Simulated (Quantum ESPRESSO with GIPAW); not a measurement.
# Carbon-13 and silicon-29 NMR shieldings of cubic SiC (F-43m) under isotropic strain, GIPAW with PBEsol

In cubic SiC every carbon atom is bonded to four silicon atoms and every silicon atom to four carbon atoms, through polar covalent bonds. Equal strain along all axes keeps both sites tetrahedral, so only the bond length changes. We ask how far the 13C and 29Si shieldings move with such a strain, and what strain a given shift would reveal. This matters for SiC layers and ceramics, where residual strain affects electronic and mechanical behaviour and NMR offers a local probe of it. The shieldings are isotropic values on the absolute scale, for static atoms at the PBEsol level. Strain is linear, positive for tension, and counted from the starting cell, which has the lowest total energy of the rows.

## How the numbers were made

One crystal, SiC (F-43m) (known phase (3C)), strained from its starting cell (the cell of the entry); all shielding runs share files, cutoffs and k divisions. Shieldings by GIPAW with PBEsol in Quantum ESPRESSO with gipaw.x (a patched development version 8.0), plane-wave PAW files from pslibrary 1.0.0 recipes, scalar-relativistic cores, no spin-orbit coupling, no spin; in these runs cutoffs 55 Ry, k spacing 0.18 Å⁻¹ (2π included) or finer. The macroscopic shape term was treated afterwards and alike for all rows, whichever way its switch stood in a run: any printed term was subtracted, and where a column says so that of a sphere was added from the printed susceptibility. Static atoms. The first shell of a cation holds the anions within 1.2 times its shortest bond (1.3 for large cations, and wider where that leaves a large cation fewer than four or five); that of an anion holds the cations whose shells include it; covalently bonded atoms count in both. k meshes of the tabled runs: 14×14×14. The same in all rows: atomic positions in the strained cell: fractional positions of the starting cell.

Notes on method and selection:

- Shielding and shift run in opposite directions: δ ≈ σ(reference) − σ.
- Static lattice: no motional averaging.
- Of the rows, the total energy is lowest at +0 % strain; zero strain is the starting cell.
- These shielding methods need a band gap: all members are semiconductors or insulators at this level. The paramagnetic part grows as the gap narrows, and semilocal functionals make gaps too small. Runs that missed the f-sum rule by more than 0.015 electrons for each three atoms, or whose printed susceptibility was strongly positive, were left out.
- Runs that did not converge, have known faults or may not be shown are not listed, and runs on Ansatz's PAW sets soft_1 and soft_2 are kept to separate tables.

Columns:

- strain (%): linear strain, positive for tension: equal strain along all axes.
- bond length (Å): mean distance from C to its first shell.
- σ(13C) (ppm): isotropic 13C shielding (CSi4, atom 2 of the cell), absolute scale, with the macroscopic shape term taken out.
- σ(29Si) (ppm): the same for 29Si (SiC4, atom 1).

Input lines of one member:

```
&inputgipaw
  job = 'nmr'
  prefix = 'x'
  tmp_dir = './tmp/'
  restart_mode = 'from_scratch'
  verbosity = 'low'
  q_gipaw = 0.01
  spline_ps = .true.
  conv_threshold = 1.0d-11
  use_nmr_macroscopic_shape = .false.
  pawproj(1) = .true.
  pawproj(2) = .true.
/
```

Command (options for logging and memory left out): `mpirun -np 4 gipaw.x -in nmr.in > nmr.out`

## Numbers

| member | strain (%) | bond length (Å) | σ(13C) (ppm) | σ(29Si) (ppm) |
| --- | --- | --- | --- | --- |
| −2 % | −2.0 | 1.8493 | 147.89 | 361.60 |
| −1.5 % | −1.5 | 1.8588 | 145.77 | 359.67 |
| −1 % | −1.0 | 1.8682 | ? | ? |
| unstrained | 0.0 | 1.8871 | 138.94 | 353.59 |
| +0.5 % | 0.5 | 1.8965 | 136.51 | 351.45 |
| +1 % | 1.0 | 1.9059 | ? | ? |
| +2 % | 2.0 | 1.9248 | 128.72 | 344.72 |

Cells marked ? are withheld until the estimate has been made.

Least-squares fits to the members shown, with x = strain (%); R² and errors in the fitted variable (y, or ln y where the fit is in ln y):

| y | members | fit | R² | rms residual | leave-one-out rms | the same for the mean of the others |
| --- | --- | --- | --- | --- | --- | --- |
| σ(13C) (ppm) | 5 | y = 138.6 − 4.774 x | 1.00 | 0.28 | 0.58 | 8.6 |
| σ(29Si) (ppm) | 5 | y = 353.36 − 4.2072 x | 1.00 | 0.19 | 0.39 | 7.6 |

## Reading the trend

Both shieldings fall at every step from compression to tension, so both chemical shifts rise as the crystal expands. Between −2 % and +2 % the mean slope for 13C is (128.72 − 147.89) / 4 = −4.79 ppm per percent of linear strain, and for 29Si it is (344.72 − 361.60) / 4 = −4.22 ppm per percent. Near the starting cell, a shift change of 1 ppm therefore corresponds to about 1 / 4.79 = 0.21 % strain if read from carbon and 1 / 4.22 = 0.24 % if read from silicon.

The most likely main cause is the paramagnetic response, in which the magnetic field mixes occupied bonding states with empty antibonding ones. In outline,

$$\sigma_{\mathrm{para}} \propto -\frac{\langle r^{-3}\rangle}{\Delta E},$$

where $\Delta E$ is a typical separation of these states and $\langle r^{-3}\rangle$ weights the valence p electrons close to the nucleus. Longer bonds mean weaker overlap and a smaller $\Delta E$, hence stronger mixing and less shielding. The calculated parts of the shielding agree with this for silicon, whose fall comes almost wholly from the paramagnetic reconstruction part near the nucleus. For carbon the fall is shared with the bare part, and the core part is constant for both nuclei.

The carbon response steepens with expansion, from −4.24 ppm per percent between −2 % and −1.5 % to −5.19 between +0.5 % and +2 %. A single slope serves for small strains, but the curvature is worth including at 1 % and above.

The two nuclei move together. Their difference, σ(29Si) − σ(13C), grows only from 213.71 to 216.00 ppm over the whole range, or (216.00 − 213.71) / 4 = 0.57 ppm per percent. A referencing error common to both spectra would thus look much like strain, and the difference between the nuclei is a far less sensitive gauge than either shift alone. These conversions hold for isotropic strain; a film clamped to a substrate is strained differently along and across its plane.

## A prediction

Plain estimates from the members shown:

- −1 %, fit at x = −1.0: 143.37 ppm
- −1 %, straight-line interpolation between −1.5 % and unstrained: w = (−1.0 − (−1.5)) / (0.0 − (−1.5)) = 0.333, so 145.77 + 0.333 × (138.94 − 145.77) = 143.49 ppm
- +1 %, fit at x = 1.0: 133.83 ppm
- +1 %, straight-line interpolation between +0.5 % and +2 %: w = (1.0 − 0.5) / (2.0 − 0.5) = 0.333, so 136.51 + 0.333 × (128.72 − 136.51) = 133.91 ppm

The straight-line fit and the straight-line interpolations both miss the steady curvature of the carbon data, so we use a parabola through the rows at −2 %, 0 and +2 %. With $x$ the strain in percent, its linear coefficient is (128.72 − 147.89) / 4 = −4.7925 and its quadratic coefficient is (147.89 + 128.72 − 2 × 138.94) / 8 = −0.159, which gives

$$\sigma(^{13}\mathrm{C}) = 138.94 - 4.7925\,x - 0.159\,x^2 .$$

The two shown rows not used in it serve as a test. At −1.5 % the parabola gives 145.77 ppm, as tabled, and at +0.5 % it gives 138.94 − 4.7925 × 0.5 − 0.159 × 0.5 × 0.5 = 136.50 ppm against 136.51.

- At −1 %: 138.94 + 4.7925 − 0.159 = 143.57 ppm.
- At +1 %: 138.94 − 4.7925 − 0.159 = 133.99 ppm.

Both values lie 0.08 ppm above the straight-line interpolations, as they should for a curve that bends downwards. No further shift is called for, because the site symmetry, the k mesh and the fractional positions are the same in all rows. The test misses are 0.01 ppm or less, close to the printed rounding. As there are only two of them, we take 0.02 ppm as one standard deviation.

**Committed estimate, −1 %: σ(13C) = 143.57 ± 0.02 ppm.**  
**Committed estimate, +1 %: σ(13C) = 133.99 ± 0.02 ppm.**

## Outcome

| member | strain (%) | bond length (Å) | σ(13C) (ppm) | σ(29Si) (ppm) |
| --- | --- | --- | --- | --- |
| −1 % | −1.0 | 1.8682 | 143.57 | 357.70 |
| +1 % | 1.0 | 1.9059 | 134.00 | 349.26 |

| member | estimate | σ(13C) (ppm) | computed | estimate − computed | miss in error bars |
| --- | --- | --- | --- | --- | --- |
| −1 % | committed | 143.57 | 143.57 | 0.00 | 0.0 |
| −1 % | fit | 143.37 | 143.57 | −0.20 |  |
| −1 % | interpolation | 143.49 | 143.57 | −0.08 |  |
| +1 % | committed | 133.99 | 134.00 | −0.01 | 0.5 |
| +1 % | fit | 133.83 | 134.00 | −0.17 |  |
| +1 % | interpolation | 133.91 | 134.00 | −0.09 |  |

Both estimates fell inside their error bars. The one at −1 % agrees with the computed shielding to the printed digits, and the one at +1 % is 0.01 ppm too low. The straight-line interpolations were 0.08 and 0.09 ppm too low, and the linear fit 0.20 and 0.17 ppm too low, so including the curvature was justified.

This success shows that the carbon shielding varies smoothly with strain; it does not test the cause, since any smooth response would have been interpolated as well. Our account of the cause also needs a correction for carbon. We placed the fall mainly in the paramagnetic response, which the calculated parts support for silicon. For carbon, the bare part carries somewhat more of the fall than the paramagnetic reconstruction part. The bare part holds the diamagnetic and paramagnetic response of the smooth valence states together, so a mainly paramagnetic origin is plausible for carbon but not established.

## Members off the line

Least-squares fits to the whole series, with x = strain (%); R² and errors in the fitted variable (y, or ln y where the fit is in ln y):

| y | members | fit | R² | rms residual | leave-one-out rms | the same for the mean of the others |
| --- | --- | --- | --- | --- | --- | --- |
| σ(13C) (ppm) | 7 | y = 138.66 − 4.7719 x | 1.00 | 0.25 | 0.42 | 7.4 |
| σ(29Si) (ppm) | 7 | y = 353.4 − 4.207 x | 1.00 | 0.17 | 0.28 | 6.5 |

Largest departures from the fit to the whole series:

| member | σ(13C) (ppm) | fit | computed − fit | in rms residuals |
| --- | --- | --- | --- | --- |
| +2 % | 128.72 | 129.12 | −0.40 | 1.6 |
| −2 % | 147.89 | 148.20 | −0.31 | 1.3 |
| unstrained | 138.94 | 138.66 | +0.28 | 1.1 |
| +0.5 % | 136.51 | 136.27 | +0.24 | 1.0 |

No row stands out. The largest departures from the straight line, −0.40 ppm at +2 % and −0.31 ppm at −2 %, lie at the two ends, while the unstrained row and the one at +0.5 % lie above it by 0.28 and 0.24 ppm. This is the pattern left by fitting a line to a curve that bends downwards, and the parabola used for the estimates reproduces all seven rows to about 0.01 ppm.

## Summary

Between −2 % and +2 % isotropic strain, a parabola through three rows gives the 13C shielding of a further row in this set-up to about 0.02 ppm. That is the precision of the interpolation, not the accuracy against experiment.

Because of the curvature, a 13C shift change of 1 ppm corresponds to 1 / (147.89 − 143.57) = 0.23 % strain between −2 % and −1 %, but to 1 / (134.00 − 128.72) = 0.19 % between +1 % and +2 %. A strain of 0.1 % near the starting cell moves the 13C line by only about 0.5 ppm, to higher shift in tension.

Atomic motion and stacking disorder are left out here, and both should matter less than the 19 ppm spread of the carbon column. Thermal and zero-point motion usually lowers such shieldings by roughly a few ppm at most, and much of this cancels between samples at the same temperature. In real samples, other polytypes and stacking faults can shift lines by several ppm, which could be mistaken for strain of a percent or more.

[Logs are printed without paths, hosts, clocks, repeated set-up lines and the standing remarks that a program may print on its own settings, such as how far it seeks lower states.]
